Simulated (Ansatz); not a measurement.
Run on K (diamond type): DFT, PBE, all-electron PAW with datasets made for the crystal, scalar-relativistic (Ansatz 0.2.0). This run: the series' base cell.

The cell comes from a relaxation on PAW files under the same functional, begun from a prototype that needn't be the stable phase.

Command: `ansatz run input.yaml --threads 1 --pin off --max-ram 2048MiB --backend cpu --events-out ev --progress --plain --runs-dir out` It took 5.3 s on 1 thread of Arm Neoverse V2, with other jobs on the host, peak memory 0.37 GiB.

```yaml
crystal:
  lattice:
    - [0.0, 4.8055537704, 4.8055537704]
    - [4.8055537704, 0.0, 4.8055537704]
    - [4.8055537704, 4.8055537704, 0.0]
  atoms:
    - { symbol: K, position: [-0.125, -0.125, -0.125] }
    - { symbol: K, position: [0.125, 0.125, 0.125] }
kpoints:
  mp_grid: { grid: [8, 8, 8] }
scf:
  occupations: { method: fermi_dirac, width: 0.1 }
hamiltonian:
  xc: pbe
  pseudopotentials: { kind: all_electron, datasets: crystal }
output:
  forces: true
  stress: true
  eigenvalues: true
```

Output:

```
hamiltonian.pseudopotentials.datasets: crystal makes datasets for this crystal and solves the spheres of its atoms anew in each pass: cutoff 180.0 eV, the density's 720.0 eV; for an error of 0.50 meV an atom under PBE, 1.0 meV for the cell; an energy difference from a run of another recipe may be off by several times the error for the cell, under r2SCAN by more, where some 0.1 meV an atom stays at smaller errors; K in spheres of 1.376 Å, 9 of its electrons in bands
band count auto-derived: 15 (N_el = 18.0; filled up to band 9; 13 by the electrons, moments and atoms)
Engine: ansatz 0.2.0
Pseudopotentials: kind: all_electron
Pseudopotential: K, paw, valence charge 9, recommended cutoff 180 eV (normal), crystal/all_electron/pbe/scalar/gaussian/K, Koelling and Harmon's equation, gaussian nucleus
Functional definition: PBE
  parameter kappa = 0.804
  parameter beta = 0.06672455060314922
  exchange = pbe_x(kappa = kappa, mu = beta*pi^2/3)
  correlation = pbe_c(beta = beta)
Crystal: 2 atoms, lattice volume = 221.953 Å³
Basis set: ecut = 180 eV, 1243 PW (Γ), exchange–correlation on 60×60×60 points (8 copies of the dense FFT grid, shifted against one another)
Bands: 15, of which v1, the nominal top of the filled ones, is band 9 counted from 1 (8 counted from 0)
Symmetry: 48 space group operations
Space group: Fd-3m (ITA 227), of the structure as read, at distance tolerance 6.1e-5 Å
k-points: 29 of 512
Non-local potential: K, projectors of the file, l = 0: 2, l = 1: 3, l = 2: 2
PAW form: soft (Blöchl's): semilocal exchange-correlation on the pseudo side does not see the compensation charge
PAW one-centre angular grid: K, 110 points (default); XC on its mesh's 1971 points in the sphere
Initial density: superposition of atomic densities (neutral atoms: chi_scale 0, normalization atom)
Initial wavefunctions: pseudopotential atomic-orbital guess
Functional: x = pbe(κ = 0.804, μ = 0.2195149727645171), c = pbe(β = 0.06672455060314922)
iter 1 solved again at ethr=2.11e-4 eV; its pass at ethr=1.00e-1 eV (dr2=3.80e-2 eV) is discarded
SCF iter   1: F=—  HF=-32768.675945 eV  |F-HF|=—  |Δ(HF+E_count)|=         —  Δρ=2.53e-3  dr2=3.71e-2  ethr=2.11e-4  ⟨swp⟩=12.8  Hψ=3933  notcnv=0
preconditioner: auto → LDOS  [metal: Δε(μ)=0.137 eV  Ē_g=2.630 eV  σ=0.100 eV  W_gap=0.32  n_scr=14 (ndim 8)  ℏωp=3.5 eV  f_vac=0.080  D(μ)=1.60/eV (n_scr^D=8)  β→1.0]
SCF iter   2: F=—  HF=-32768.663505 eV  |F-HF|=—  |Δ(HF+E_count)|=   1.24e-2  Δρ=1.48e-3  dr2=5.05e-3  ethr=2.06e-4  ⟨swp⟩=3.0  Hψ=1199  notcnv=0
SCF iter   3: F=—  HF=-32768.664865 eV  |F-HF|=—  |Δ(HF+E_count)|=   1.36e-3  Δρ=3.16e-4  dr2=5.32e-4  ethr=2.81e-5  ⟨swp⟩=2.0  Hψ=1611  notcnv=0
iter 4 solved again at ethr=2.46e-7 eV; its pass at ethr=2.96e-6 eV (dr2=4.42e-5 eV) is discarded
SCF iter   4: F=—  HF=-32768.664832 eV  |F-HF|=—  |Δ(HF+E_count)|=   3.31e-5  Δρ=1.01e-4  dr2=4.53e-5  ethr=2.46e-7  ⟨swp⟩=2.9  Hψ=1848  notcnv=0
SCF iter   5: F=—  HF=-32768.664833 eV  |F-HF|=—  |Δ(HF+E_count)|=   1.50e-6  Δρ=1.40e-5  dr2=1.25e-6  ethr=2.46e-7  ⟨swp⟩=3.0  Hψ=860  notcnv=0
SCF iter   6: F=-32768.664835 eV  HF=-32768.664835 eV  |F-HF|=4.38e-8  |Δ(HF+E_count)|=   1.40e-6  Δρ=4.39e-6  dr2=6.01e-8  ethr=6.95e-9  ⟨swp⟩=4.0  Hψ=983  notcnv=0
SCF 1 converged in 6 iterations: F = -32768.664835 eV  dr2 = 6.01e-8
  Residual-converged pass: ⟨swp⟩=5.3  Hψ=1172  notcnv=0  max |occ|·‖R‖ = 5.2e-6 eV (tolerance 5.3e-6 eV)  dr2=6.01e-8  dr2_onsite=1.99e-8  max |Δocc| = 2.9e-8
  greatest PAW one-centre occupation: 0.987 electrons in one spin orbital (limit 2), on the K atom at site 1 (counted from 0), in its partial waves of l = 0
SCF converged after 6 iterations
Free energy (F): -32768.664835 eV
Harris-Foulkes:  -32768.664835 eV  (|F-HF|=4.38e-8)
Internal energy: -32768.611915 eV  (E = F + TS)
E sigma→0 (E₀):  -32768.638375 eV
Entropy (-TS):   -0.052920 eV (-26.460 meV/atom)
Past the cutoff: the bands carry plane waves up to 1.75 times it, of which those up to 1.5 times it add -0.000271 eV an atom, each by itself; the spheres take 0.000719 eV an atom off the energy for waves past 1.75 times it
By the cutoff:   a pressure is off by up to 0.005 GPa (1.2 times the spheres' own share and the shells' term, over an atom's volume, and 0.004 GPa: a bound that held against runs at twice the plane waves)
Past the cutoffs: a stress includes 0.0005 GPa for waves and charges beyond them, in addition to the slope of what the spheres take
In the spheres:  the bands' charges fall short by 1.4e-6 e at most (sound up to 1e-3)
Fermi energy:    0.555655 eV
--- Per-component energies (eV) ---
  E_band       = -314.652234
  E_kinetic    = 185.345870
  E_local      = -1555.054819  (includes V_loc(G=0)·N_el)
  E_nonlocal   = 123.406260
  E_hartree    = 700.767167
  E_xc         = -91.592989
  E_vxc        = -118.527975  (∫ρ·V_xc dr)
  E_paw        = -33071.987909  (= ΣΔE_a)
  E_vpaw       = -1945.587714  (= ΣTr[D̂ρ^β])
  E_ewald      = -653.723468
  E_smearing   = -0.052920  (= −TS)
  E_closure    = 1594.227973  (closes the sum)
  Σ components = -32768.664835   (vs F -32768.664835, Δ=0.00e0)
  The terms above E_closure are by the made datasets' own strengths, without shells solved beside the bands.
--- Forces (eV/Å), atoms counted from 1 ---
  atom   1  K     -0.00000000     0.00000000    -0.00000000
  atom   2  K     -0.00000000     0.00000000    -0.00000000
  max |Σ_I F_I| component: 5.78e-18 eV/Å
--- Stress (GPa, compression-positive) ---
        0.007658       0.000000       0.000000
       -0.000000       0.007658       0.000000
        0.000000       0.000000       0.007658
  P = ⅓ Tr σ = 0.0077 GPa (0.077 kbar)
--- Band table (eV; the first three rows and the last of 29) ---
  k-point 0: bands = ["-32.0478", "-32.0351", "-15.5503", "-15.5503", "-15.5503", "-15.4916", "-15.4916", "-15.4916", "-1.1063", "2.9165", "2.9165", "2.9165", "3.2231"]
  k-point 1: bands = ["-32.0475", "-32.0354", "-15.5513", "-15.5513", "-15.5500", "-15.4921", "-15.4907", "-15.4907", "-1.0235", "2.4494", "2.8513", "2.8513", "3.2111"]
  k-point 2: bands = ["-32.0465", "-32.0364", "-15.5534", "-15.5534", "-15.5492", "-15.4934", "-15.4886", "-15.4886", "-0.7793", "1.6802", "2.7674", "2.7674", "3.0954"]
  k-point 28: bands = ["-32.0415", "-32.0415", "-15.5624", "-15.5624", "-15.5215", "-15.5215", "-15.4801", "-15.4801", "0.7903", "0.7903", "1.2221", "1.2221", "3.3790"]
```

Next run (volume at 0.6 of the series' base cell), as changes to the input before:

```diff
   lattice:
-    - [0.0, 4.8055537704, 4.8055537704]
-    - [4.8055537704, 0.0, 4.8055537704]
-    - [4.8055537704, 4.8055537704, 0.0]
+    - [0.0, 4.0531610248, 4.0531610248]
+    - [4.0531610248, 0.0, 4.0531610248]
+    - [4.0531610248, 4.0531610248, 0.0]
   atoms:
```

Results part of the output:

```
SCF 1 converged in 8 iterations: F = -32768.387002 eV  dr2 = 4.48e-8
  Residual-converged pass: ⟨swp⟩=4.6  Hψ=941  notcnv=0  max |occ|·‖R‖ = 5.3e-6 eV (tolerance 5.3e-6 eV)  dr2=4.28e-8  dr2_onsite=3.14e-8  max |Δocc| = 1.2e-7
  greatest PAW one-centre occupation: 0.987 electrons in one spin orbital (limit 2), on the K atom at site 1 (counted from 0), in its partial waves of l = 0
SCF converged after 8 iterations
Free energy (F): -32768.387002 eV
Harris-Foulkes:  -32768.387002 eV  (|F-HF|=1.19e-8)
Internal energy: -32768.339131 eV  (E = F + TS)
E sigma→0 (E₀):  -32768.363067 eV
Entropy (-TS):   -0.047871 eV (-23.936 meV/atom)
Past the cutoff: the bands carry plane waves up to 1.75 times it, of which those up to 1.5 times it add -0.000161 eV an atom, each by itself; the spheres take 0.000281 eV an atom off the energy for waves past 1.75 times it
By the cutoff:   a pressure is off by up to 0.005 GPa (1.2 times the spheres' own share and the shells' term, over an atom's volume, and 0.004 GPa: a bound that held against runs at twice the plane waves)
Past the cutoffs: a stress includes 0.0002 GPa for waves and charges beyond them, in addition to the slope of what the spheres take
In the spheres:  the bands' charges fall short by 2.9e-7 e at most (sound up to 1e-3)
Fermi energy:    2.475974 eV
--- Per-component energies (eV) ---
  E_band       = -282.937124
  E_kinetic    = 203.110842
  E_local      = -1319.925444  (includes V_loc(G=0)·N_el)
  E_nonlocal   = 84.649929
  E_hartree    = 601.031585
  E_xc         = -99.646062
  E_vxc        = -129.015610  (∫ρ·V_xc dr)
  E_paw        = -33081.093741  (= ΣΔE_a)
  E_vpaw       = -1942.420878  (= ΣTr[D̂ρ^β])
  E_ewald      = -775.074875
  E_smearing   = -0.047871  (= −TS)
  E_closure    = 1618.608634  (closes the sum)
  Σ components = -32768.387002   (vs F -32768.387002, Δ=0.00e0)
  The terms above E_closure are by the made datasets' own strengths, without shells solved beside the bands.
--- Forces (eV/Å), atoms counted from 1 ---
  atom   1  K     -0.00000000     0.00000000    -0.00000000
  atom   2  K     -0.00000000    -0.00000000     0.00000000
  max |Σ_I F_I| component: 2.31e-18 eV/Å
--- Stress (GPa, compression-positive) ---
        1.428925       0.000000       0.000000
       -0.000000       1.428925      -0.000000
        0.000000      -0.000000       1.428925
  P = ⅓ Tr σ = 1.4289 GPa (14.289 kbar)
--- Band table (eV; the first three rows and the last of 29) ---
  k-point 0: bands = ["-30.3122", "-30.2174", "-13.8790", "-13.8790", "-13.8790", "-13.6397", "-13.6397", "-13.6397", "0.1722", "5.1821", "5.1821", "5.2115", "5.2115"]
  k-point 1: bands = ["-30.3095", "-30.2201", "-13.8838", "-13.8838", "-13.8796", "-13.6406", "-13.6349", "-13.6349", "0.2983", "4.8243", "4.9535", "4.9535", "5.4489"]
  k-point 2: bands = ["-30.3023", "-30.2274", "-13.8946", "-13.8946", "-13.8812", "-13.6426", "-13.6241", "-13.6241", "0.6669", "3.9221", "4.7538", "4.7538", "5.4061"]
  k-point 28: bands = ["-30.2649", "-30.2649", "-13.9402", "-13.9402", "-13.7632", "-13.7632", "-13.5816", "-13.5816", "2.8954", "2.8954", "3.2297", "3.2297", "5.6108"]
  guard bands above this table: 0 of the run's 13 bands, where the rule asks 2: the bands that hold charge and the lowest empty level above them stay in the table. A level can be missing at the table's top as with no guard band: raise scf.n_extra_bands
```

Next run (volume at 0.52 of the series' base cell), as changes to the input before:

```diff
   lattice:
-    - [0.0, 4.0531610248, 4.0531610248]
-    - [4.0531610248, 0.0, 4.0531610248]
-    - [4.0531610248, 4.0531610248, 0.0]
+    - [0.0, 3.8643627658, 3.8643627658]
+    - [3.8643627658, 0.0, 3.8643627658]
+    - [3.8643627658, 3.8643627658, 0.0]
   atoms:
```

Command: `ansatz run input.yaml --threads 1 --pin off --max-ram 2048MiB --backend cpu --events-out ev --progress --plain --runs-dir out` It took 4.2 s on 1 thread of Arm Neoverse V2, on a shared host, peak memory 0.32 GiB.

Results part of the output:

```
SCF 1 converged in 8 iterations: F = -32768.185034 eV  dr2 = 1.28e-8
  Residual-converged pass: ⟨swp⟩=5.1  Hψ=1206  notcnv=0  max |occ|·‖R‖ = 5.2e-6 eV (tolerance 5.3e-6 eV)  dr2=2.08e-8  dr2_onsite=1.09e-8  max |Δocc| = 2.2e-6
  greatest PAW one-centre occupation: 0.987 electrons in one spin orbital (limit 2), on the K atom at site 1 (counted from 0), in its partial waves of l = 0
SCF converged after 8 iterations
Free energy (F): -32768.185034 eV
Harris-Foulkes:  -32768.185034 eV  (|F-HF|=7.06e-9)
Internal energy: -32768.136453 eV  (E = F + TS)
E sigma→0 (E₀):  -32768.160744 eV
Entropy (-TS):   -0.048581 eV (-24.291 meV/atom)
Past the cutoff: the bands carry plane waves up to 1.75 times it, of which those up to 1.5 times it add -0.000176 eV an atom, each by itself; the spheres take 0.000282 eV an atom off the energy for waves past 1.75 times it
By the cutoff:   a pressure is off by up to 0.005 GPa (1.2 times the spheres' own share and the shells' term, over an atom's volume, and 0.004 GPa: a bound that held against runs at twice the plane waves)
Past the cutoffs: a stress includes 0.0003 GPa for waves and charges beyond them, in addition to the slope of what the spheres take
In the spheres:  the bands' charges fall short by 9.7e-8 e at most (sound up to 1e-3)
Fermi energy:    3.197961 eV
--- Per-component energies (eV) ---
  E_band       = -271.373485
  E_kinetic    = 203.765077
  E_local      = -1255.059055  (includes V_loc(G=0)·N_el)
  E_nonlocal   = 84.826902
  E_hartree    = 573.980054
  E_xc         = -100.056437
  E_vxc        = -129.568407  (∫ρ·V_xc dr)
  E_paw        = -33081.592696  (= ΣΔE_a)
  E_vpaw       = -1942.237295  (= ΣTr[D̂ρ^β])
  E_ewald      = -812.942124
  E_smearing   = -0.048581  (= −TS)
  E_closure    = 1618.941827  (closes the sum)
  Σ components = -32768.185034   (vs F -32768.185034, Δ=0.00e0)
  The terms above E_closure are by the made datasets' own strengths, without shells solved beside the bands.
--- Forces (eV/Å), atoms counted from 1 ---
  atom   1  K     -0.00000000     0.00000000    -0.00000000
  atom   2  K      0.00000000    -0.00000000    -0.00000000
  max |Σ_I F_I| component: 1.16e-18 eV/Å
--- Stress (GPa, compression-positive) ---
        2.283300      -0.000000       0.000000
        0.000000       2.283300      -0.000000
        0.000000       0.000000       2.283300
  P = ⅓ Tr σ = 2.2833 GPa (22.833 kbar)
--- Band table (eV; the first three rows and the last of 29) ---
  k-point 0: bands = ["-29.7015", "-29.5452", "-13.2927", "-13.2927", "-13.2927", "-12.9542", "-12.9542", "-12.9542", "0.7208", "5.8463", "5.8463", "6.0184"]
  k-point 1: bands = ["-29.6971", "-29.5496", "-13.2999", "-13.2999", "-13.2943", "-12.9550", "-12.9469", "-12.9469", "0.8627", "5.6340", "5.6340", "5.6884"]
  k-point 2: bands = ["-29.6852", "-29.5616", "-13.3161", "-13.3161", "-13.2988", "-12.9562", "-12.9306", "-12.9306", "1.2753", "4.7734", "5.4270", "5.4270"]
  k-point 28: bands = ["-29.6236", "-29.6236", "-13.3845", "-13.3845", "-13.1294", "-13.1294", "-12.8667", "-12.8667", "3.5258", "3.5258", "4.2091", "4.2091"]
```

Next run (volume at 0.45 of the series' base cell), as changes to the input before:

```diff
   lattice:
-    - [0.0, 3.8643627658, 3.8643627658]
-    - [3.8643627658, 0.0, 3.8643627658]
-    - [3.8643627658, 3.8643627658, 0.0]
+    - [0.0, 3.6825411822, 3.6825411822]
+    - [3.6825411822, 0.0, 3.6825411822]
+    - [3.6825411822, 3.6825411822, 0.0]
   atoms:
```

Results part of the output:

```
SCF 1 converged in 9 iterations: F = -32767.910472 eV  dr2 = 1.31e-8
  Residual-converged pass: ⟨swp⟩=2.3  Hψ=515  notcnv=0  max |occ|·‖R‖ = 5.2e-6 eV (tolerance 5.3e-6 eV)  dr2=1.31e-8  dr2_onsite=9.93e-9  max |Δocc| = 2.3e-8
  greatest PAW one-centre occupation: 0.987 electrons in one spin orbital (limit 2), on the K atom at site 1 (counted from 0), in its partial waves of l = 0
SCF converged after 9 iterations
Free energy (F): -32767.910472 eV
Harris-Foulkes:  -32767.910472 eV  (|F-HF|=4.59e-8)
Internal energy: -32767.860055 eV  (E = F + TS)
E sigma→0 (E₀):  -32767.885263 eV
Entropy (-TS):   -0.050417 eV (-25.209 meV/atom)
Past the cutoff: the bands carry plane waves up to 1.75 times it, of which those up to 1.5 times it add -0.000197 eV an atom, each by itself; the spheres take 0.000283 eV an atom off the energy for waves past 1.75 times it
By the cutoff:   a pressure is off by up to 0.005 GPa (1.2 times the spheres' own share and the shells' term, over an atom's volume, and 0.004 GPa: a bound that held against runs at twice the plane waves)
Past the cutoffs: a stress includes 0.0004 GPa for waves and charges beyond them, in addition to the slope of what the spheres take
In the spheres:  the bands' charges fall short by 2.2e-7 e at most (sound up to 1e-3)
Fermi energy:    4.022107 eV
--- Per-component energies (eV) ---
  E_band       = -258.047596
  E_kinetic    = 204.602694
  E_local      = -1187.327199  (includes V_loc(G=0)·N_el)
  E_nonlocal   = 85.064931
  E_hartree    = 546.304431
  E_xc         = -100.525009
  E_vxc        = -130.202928  (∫ρ·V_xc dr)
  E_paw        = -33082.001135  (= ΣΔE_a)
  E_vpaw       = -1941.894519  (= ΣTr[D̂ρ^β])
  E_ewald      = -853.080283
  E_smearing   = -0.050417  (= −TS)
  E_closure    = 1619.101516  (closes the sum)
  Σ components = -32767.910472   (vs F -32767.910472, Δ=0.00e0)
  The terms above E_closure are by the made datasets' own strengths, without shells solved beside the bands.
--- Forces (eV/Å), atoms counted from 1 ---
  atom   1  K     -0.00000000    -0.00000000    -0.00000000
  atom   2  K     -0.00000000     0.00000000    -0.00000000
  max |Σ_I F_I| component: 4.05e-18 eV/Å
--- Stress (GPa, compression-positive) ---
        3.468855       0.000000      -0.000000
        0.000000       3.468855       0.000000
       -0.000000       0.000000       3.468855
  P = ⅓ Tr σ = 3.4689 GPa (34.689 kbar)
--- Band table (eV; the first three rows and the last of 29) ---
  k-point 0: bands = ["-29.0118", "-28.7587", "-12.6277", "-12.6277", "-12.6277", "-12.1560", "-12.1560", "-12.1560", "1.3883", "6.5968", "6.5968", "6.9277"]
  k-point 1: bands = ["-29.0048", "-28.7660", "-12.6383", "-12.6383", "-12.6311", "-12.1563", "-12.1452", "-12.1452", "1.5485", "6.3914", "6.3914", "6.6637"]
  k-point 2: bands = ["-28.9856", "-28.7856", "-12.6621", "-12.6621", "-12.6404", "-12.1555", "-12.1209", "-12.1209", "2.0100", "5.7561", "6.1820", "6.1820"]
  k-point 28: bands = ["-28.8861", "-28.8861", "-12.7632", "-12.7632", "-12.4001", "-12.4001", "-12.0259", "-12.0259", "4.2469", "4.2469", "5.3699", "5.3699"]
```
